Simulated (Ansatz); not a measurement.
A calculation with Ansatz 0.2.0 of TaS2 (native input, structure typed inline):

The input input.yaml:

```yaml
crystal:
  lattice:
    - [3.35, 0.0, 0.0]
    - [-1.675, 2.9011851027, 0.0]
    - [0.0, 0.0, 5.86]
  atoms:
    - { symbol: Ta, position: [0.0, 0.0, 0.0] }
    - { symbol: S, position: [0.6666666667, 0.3333333333, 0.75] }
    - { symbol: S, position: [0.3333333333, 0.6666666667, 0.25] }
hamiltonian:
  xc: rpbe
  pseudopotentials: { kind: paw, partial_waves: polarizable }
  hubbard: { sites: [{ species: Ta, l: d, u_eff: 1.0 }] }
kpoints:
  mp_grid: { grid: [9, 9, 5] }
  band_path:
    path:
      - [[0.0, 0.0, 0.0], [0.5, 0.0, 0.0], [0.3333333333, 0.3333333333, 0.0], [0.0, 0.0, 0.0], [0.0, 0.0, 0.5], [0.5, 0.0, 0.5], [0.3333333333, 0.3333333333, 0.5], [0.0, 0.0, 0.5]]
      - [[0.5, 0.0, 0.5], [0.5, 0.0, 0.0]]
      - [[0.3333333333, 0.3333333333, 0.0], [0.3333333333, 0.3333333333, 0.5]]
    npoints: 14
scf:
  occupations: { method: fermi_dirac, width: 0.025 }
  n_extra_bands: 7
output:
  forces: true
  stress: true
  eigenvalues: true
  fatbands: true
  write_density: true
  write_potential: true
  elf: true
  volumetric_format: npy
```

Potentials or basis: Ansatz PAW polarizable.

Launch:

```sh
$ ansatz run input.yaml --threads 2 --pin off --max-ram 5120MiB --backend cpu --events-out ev --progress --plain --runs-dir out
```

Q: Write the same calculation in another form: ASE script, Cartesian positions.

A: As run:

Contents of run.py:

```python
import json

import ase.io
import numpy as np

import ansatz as az

atoms = ase.io.read("TaS2.xyz")

calculation = (
    az.Crystal.from_ase(atoms)
    .calculation()
    .kpoints(9, 9, 5)
    .functional("rpbe")
    .pseudopotentials(kind="paw", partial_waves="polarizable")
    .hubbard("Ta", "d", u_eff=1.0)
    .scf(extra_bands=7)
    .occupations(method="fermi_dirac", width=0.025)
    .band_structure(path=(((0.0, 0.0, 0.0), (0.5, 0.0, 0.0), (0.3333333333, 0.3333333333, 0.0), (0.0, 0.0, 0.0),
        (0.0, 0.0, 0.5), (0.5, 0.0, 0.5), (0.3333333333, 0.3333333333, 0.5), (0.0, 0.0, 0.5)), ((0.5, 0.0, 0.5),
        (0.5, 0.0, 0.0)), ((0.3333333333, 0.3333333333, 0.0), (0.3333333333, 0.3333333333, 0.5))), intervals=14)
    .fat_bands()
    .forces()
    .stress()
    .band_table(publish=True)
)
outcome = calculation.run(threads=2, events_out="events.jsonl")

report = outcome.report
for line in open("events.jsonl"):
    event = json.loads(line)
    if event["event"] == "scf_iter":
        d = event["data"]
        print(f"SCF {d['iter']:3d}  HF = {d['harris_foulkes_ev']:.6f} eV  dr2 = {d['dr2_ev']:.2e} eV")
    elif event["event"] in ("relax_step", "md_step"):
        d = event["data"]
        print(f"{event['event']} {d['step']:3d}  E = {d['lagrangian_ev']:.6f} eV")
np.set_printoptions(precision=5, suppress=True, linewidth=110)
print("converged:", report["converged"], "after", report["n_iterations"], "iterations")
print(f"free energy {report['free_energy_ev']:.6f} eV, Fermi level {report['fermi_energy_ev']:.4f} eV")
for key in ("band_edges_ev", "magnetization_mub", "site_moments_mub", "site_moments_nc_mub", "forces_ev_ang",
                "stress_gpa"):
    if report.get(key) is not None:
        print(key, np.array(report[key]), sep="\n")
```

File TaS2.xyz:

```xyz
3
Lattice="3.3500000000 0.0000000000 0.0000000000 -1.6750000000 2.9011851027 0.0000000000 0.0000000000 0.0000000000 5.8600000000" Properties=species:S:1:pos:R:3 pbc="T T T"
Ta     0.0000000000      0.0000000000      0.0000000000
S      1.6750000002      0.9670617008      4.3950000000
S     -0.0000000002      1.9341234019      1.4650000000
```

Potentials or basis: Ansatz PAW polarizable.

The run is started by

```sh
$ python run.py
```

Both were run:

|  | native input, structure typed inline | ASE script, Cartesian positions |
| --- | --- | --- |
| Pressure | 12.4 GPa | 12.4 GPa |
| Largest force | 1.354 eV/Å | 1.354 eV/Å |
| Band gap on the k mesh | none (metal or under the smearing width) | none (metal or under the smearing width) |

Keys that steer only the numerical path or the files written may differ.

Caveat: the potentials were made for another functional, which shifts forces and pressure; spin-orbit coupling is left out, which moves the levels of the heavy elements; this functional lacks dispersion, which binds the layers, so the pressure and a relaxed spacing across them are unreliable; U without spin polarisation on a metal has little footing.
